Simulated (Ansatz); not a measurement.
Here is an Ansatz 0.2.0 calculation.

input

```
crystal:
  lattice:
    - [0.0, 2.3495, 2.3495]
    - [2.3495, 0.0, 2.3495]
    - [2.3495, 2.3495, 0.0]
  atoms:
    - { symbol: Cd, position: [0.0, 0.0, 0.0] }
    - { symbol: O, position: [0.5, 0.5, 0.5] }
hamiltonian:
  xc:
    exchange: pbe
    correlation: pbe
    exx: { coeff: 0.25, omega: 0.15 }
  pseudopotentials: { kind: paw }
kpoints:
  mp_grid: { grid: [5, 5, 5] }
scf:
  occupations: { method: fermi_dirac, width: 0.05 }
output:
  forces: true
  stress: true
  eigenvalues: true
```

Problem. What does it give for the band gap on the k mesh?

Solution. 1.20 eV, indirect (least direct gap 2.46 eV).

Problem. Predict the pressure.

Solution. 0.5 GPa.

Caveat: the k mesh is coarse (spacing up to 0.46 Å⁻¹), so the values aren't converged, least of all with exact exchange; odd divisions of the mesh miss points on the zone boundary, where band edges often lie, so the gap on the mesh can be too wide; the pressure holds a Pulay correction of +0.5 GPa for the finite cutoff; the PAW data sets come from PBE, with cores solved anew for the run's functional, which leaves a small shift of forces and pressure; the thresholds are loose for stress. A k mesh can miss the band edges.
